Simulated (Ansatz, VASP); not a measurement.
# One calculation of Sb, two programs

```
Sb
1.0
    -1.90202    1.90202    1.90202
     1.90202   -1.90202    1.90202
     1.90202    1.90202   -1.90202
Sb
1
Direct
  0.00000 0.00000 0.00000
```

Change from the starting cell: volume scaled by 1.05, PAW files.

Alike in both runs: task electric field gradients; functional r2SCAN; k mesh 12 × 12 × 12; occupations fermi-dirac, width 0.08 eV; no spin polarisation.

|  | VASP | Ansatz |
| --- | --- | --- |
| version | VASP 6.6.1 | Ansatz 0.2.0 |
| potentials or method | VASP PAW PBE potentials, release 64 (Sb) | PAW with Ansatz's default frozen-core files, scalar-relativistic |
| plane-wave cutoff (eV) | 520 | 500 |
| valence electrons in the cell | 5 | 15 |

```csv
,VASP,Ansatz,Ansatz less VASP
pressure (GPa),-1.3,-1.3,+0.08
Vzz of the field gradient on the site that differs most (V/Å²),0.0,0.0,0.00
```

With one functional, cell and mesh, what is left measures potentials, basis and numerics. The two sets of potentials don't hold the same shells in valence. Ansatz warned: «gradients_without_spin_orbit».

Caveats: the PAW data sets were made with another functional, which shifts forces and pressure a little (VASP). Spin-orbit coupling is left out, which matters for the levels of Sb.
